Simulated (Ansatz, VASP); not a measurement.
**Zn: VASP beside Ansatz**

The input INCAR:

```
SYSTEM = Zn
  PREC = Accurate
  ENCUT = 520
  EDIFF = 1E-7
  ISMEAR = 1
  SIGMA = 0.1
  LREAL = .False.
  LASPH = .True.
  NELM = 100
  ALGO = Normal
  ISIF = 2
  LWAVE = .False.
  LCHARG = .False.
  GGA = CA
  NBANDS = 19
```

KPOINTS

```
regular mesh
0
Gamma
  14 14 7
  0 0 0
```

File POSCAR:

```
Zn
1.0
    2.5709734941      0.0000000000      0.0000000000
   -1.2854867470      2.2265283583      0.0000000000
    0.0000000000      0.0000000000      4.7361908757
Zn
2
Direct
    0.3333333333      0.6666666667      0.2500000000
    0.6666666667      0.3333333333      0.7500000000
```

Input for Ansatz:

```yaml
crystal:
  lattice:
    - [2.5709734941, 0.0, 0.0]
    - [-1.285486747, 2.2265283583, 0.0]
    - [0.0, 0.0, 4.7361908757]
  atoms:
    - { symbol: Zn, position: [0.3333333333, 0.6666666667, 0.25] }
    - { symbol: Zn, position: [0.6666666667, 0.3333333333, 0.75] }
hamiltonian:
  xc: lda
  pseudopotentials:
    kind: paw
    azcp:
      Zn: "pseudopotentials/Zn.paw.azcp"
basis:
  ecutwfc: 420
  fft_grid_basis: typed
kpoints:
  mp_grid: { grid: [14, 14, 7], shift: [0, 0, 0] }
magnetization:
  spin_polarized: false
scf:
  occupations: { method: cold, width: 0.1 }
  lower_state_search: "off"
output:
  stress: true
```

Alike in both runs: task single point; functional LDA; k mesh 14 × 14 × 7; no spin polarisation.

|  | VASP | Ansatz |
| --- | --- | --- |
| version | VASP 6.6.1 | Ansatz 0.2.0 |
| potentials or method | VASP PAW LDA potentials, release 64 (Zn) | plane waves (420 eV) with PAW, scalar-relativistic |
| plane-wave cutoff (eV) | 520 | 420 |
| occupations | methfessel-paxton of order 1, width 0.1 eV | cold, width 0.1 eV |
| valence electrons in the cell | 24 | 24 |

```tsv
	VASP	Ansatz	Ansatz less VASP
pressure (GPa)	0.7	0.0	-0.71
largest component of the traceless stress (GPa)	1.85	1.60	-0.252
```

Ansatz warned: «pseudo_functional_mismatch».
